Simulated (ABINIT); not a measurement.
Runs of ABINIT 10.8.3 (patched build) on Mo. It takes space group Im-3m (No. 229, cubic). The conventional cell has a = 3.168 Å, b = 3.168 Å, c = 3.168 Å, α = 90.00°, β = 90.00°, γ = 90.00°. Mo (site symmetry m-3m) has 8 Mo at 2.74 Å as nearest neighbours. 

```csv
task,level,potentials or basis,spin,k mesh,cutoff (eV),dispersion computed by,fine-grid cutoff,gap on the mesh (eV),pressure (GPa)
single point,r2SCAN,JTH PAW PBE v2.0,off,10 × 10 × 10,490,-,979.61 eV,none,-3.2
band structure,BP86,JTH PAW PBE v2.0,off,12 × 12 × 12,408,-,816.342 eV,none,-0.5
band structure,rPW86PBE,JTH PAW PBE v2.0,off,12 × 12 × 12,408,-,816.342 eV,none,8.5
single point,LDA,JTH PAW LDA v2.0,off,10 × 10 × 10,408,-,816.342 eV,none,(a)
band structure,LDA,JTH PAW LDA v2.0,"SOC, no magnetisation",12 × 12 × 12,408,-,816.342 eV,none,-13.9
band structure,PBE,JTH PAW PBE v2.0,off,12 × 12 × 12,408,-,816.342 eV,none,(b)
```

Alike in all rows: cell as given; smearing fermi-dirac 0.05 eV.

Problem. Fill in the values left out.

Solution. (a) -14.1; (b) -1.7.

Caveats: the PAW data sets were made with another functional, which shifts forces and pressure a little (some runs).

A k mesh can miss the band edges, and rows without SOC leave out spin-orbit coupling on Mo.

A gap of «none» marks a metal or a gap under the smearing width.
